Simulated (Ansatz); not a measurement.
# Is this Si2C stable against decomposition?

Computed with DFT PBE, scalar-relativistic, plane waves, PAW in Ansatz 0.2.0. All cells share a 420 eV cutoff and Γ-centred k meshes spaced at most about 0.3 Å⁻¹ (about 0.25 or finer for metals, 2π included). No spin polarisation.

Energies over the elements count from the elements' standard structures at the same level, with no fitted energy shifts.

These are static total energies at zero pressure. No dispersion correction is applied, so the spacing and binding between layers, chains or molecules are poorly described (Si2C Fmmm). The reference form of C is held partly by dispersion forces, which this level lacks.

The competitors are the elements and 1 reference phase of this chemical system (from databases or known types: SiC), relaxed at the same level; other known phases may be missing.

The candidate was reached from: Si and C ordered on hcp sites, changed on relaxing.

```cif
data_structure
_symmetry_space_group_name_H-M 'Fmmm'
_symmetry_Int_Tables_number 69
_cell_length_a 2.8339
_cell_length_b 6.1079
_cell_length_c 9.1303
_cell_angle_alpha 90.000
_cell_angle_beta 90.000
_cell_angle_gamma 90.000
_cell_volume 158.04
loop_
_atom_site_label
_atom_site_type_symbol
_atom_site_symmetry_multiplicity
_atom_site_Wyckoff_symbol
_atom_site_fract_x
_atom_site_fract_y
_atom_site_fract_z
_atom_site_occupancy
Si1 Si 8 i 0.50000 0.00000 0.63895 1
C1 C 4 b 0.50000 0.00000 0.00000 1
```

The lowest competing mixture at this composition:

| phase | space group | source | share of atoms | ΔE_f (eV/atom) |
| --- | --- | --- | --- | --- |
| Si | - | element | 0.3333 | -0.0007 |
| SiC | P6_3mc (No. 186) | Materials Project | 0.6667 | -0.204 |

The lowest database cell of Si (-0.0007) lies slightly below the reference, hence the non-zero entry.

Q: What are the hull's energy here, the candidate's formation energy and its margin?

A: The hull lies at -0.136 eV/atom, the weighted sum of the last column. The candidate has 0.781 eV/atom, which is 0.92 eV/atom above it. The candidate matches no cell in the subsets of the Crystallography Open Database and the Materials Project at hand. A phase this far over the hull is unlikely to be made. It holds Si–Si nets (shortest 2.47 Å).
